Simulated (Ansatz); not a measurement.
Theory: Ansatz 0.2.0, DFT PBE, scalar-relativistic, plane waves, PAW. All cells share a 420 eV cutoff and Γ-centred k meshes spaced at most about 0.3 Å⁻¹ (about 0.25 or finer for metals, 2π included). No spin polarisation.

Temperature and zero-point effects are left out.

Two relaxed structures of TaH₄:

1.

Space group P1 (No. 1). a = 2.839 Å, b = 2.841 Å, c = 18.366 Å, α = 89.76°, β = 88.10°, γ = 61.54°
```csv
atom,site,symmetry,x,y,z
Ta,1a,1,0.9988,0.9926,0.0004
Ta,1a,1,0.0115,0.0029,0.4995
H,1a,1,0.8779,0.0629,0.7633
H,1a,1,0.9223,0.9439,0.2626
H,1a,1,0.1170,0.9492,0.7374
H,1a,1,0.0519,0.0574,0.2369
H,1a,1,0.6591,0.6725,0.5618
H,1a,1,0.6463,0.6622,0.0628
H,1a,1,0.3512,0.3230,0.9381
H,1a,1,0.3639,0.3334,0.4372
```

2.

Space group C2/m (No. 12). a = 4.880 Å, b = 2.906 Å, c = 9.418 Å, α = 90.00°, β = 99.99°, γ = 90.00°
```csv
atom,site,symmetry,x,y,z
Ta,2b,2/m,0.0000,0.5000,0.0000
H,4i,m,0.4493,0.5000,0.5257
H,4i,m,0.2952,0.5000,0.8767
```

Task: Which would you expect to be lower, and how large is the difference?

Result: They are level within the accuracy (under 1 meV/atom apart). Cell 1 has space group P1 (No. 1), 13.0 Å³/atom and no gap on its mesh; cell 2 has space group C2/m (No. 12), 13.2 Å³/atom and no gap. Cell 1 and cell 2 both hold H–H pairs as short as in free H₂ molecules. Even the lower one lies +0.10 eV/atom against the reference forms of the elements (uncorrected), a margin that errors in the energy of the gaseous reference can exceed. In cell 1, Ta on its first site is surrounded by 6 H at 2.00–2.01 Å and 6 Ta at 2.84–2.91 Å; Ta on its second site has 6 H at 2.00–2.01 Å and 6 Ta at 2.84–2.91 Å; H on its first site has 1 H at 0.75 Å; 7 more sites not described. In cell 2, Ta has 6 H at 2.00–2.01 Å and 6 Ta at 2.84–2.91 Å; H on its first site is surrounded by 1 H at 0.75 Å; H on its second site has 3 Ta at 2.00–2.01 Å. Origin: cell 1, invented, then shaken at random and relaxed again; cell 2, invented. The lowest form computed isn't among them: it has space group Immm (No. 71), 6.5 Å³/atom and lies 56 meV/atom below the best shown.

The k mesh leaves some 4 meV/atom of noise in the energy of each metallic cell. No dispersion correction is applied, so the spacing and binding between layers, chains or molecules are poorly described (P1, C2/m), and this can change margins and order among such cells. These runs have no spin–orbit coupling, which can matter for Ta. With hydrogen, zero-point motion can shift such differences by 10 meV/atom or more. Cells relaxed within their symmetry can be saddle points. Some types were kept out of the candidates beforehand, so the set may lack a known form.
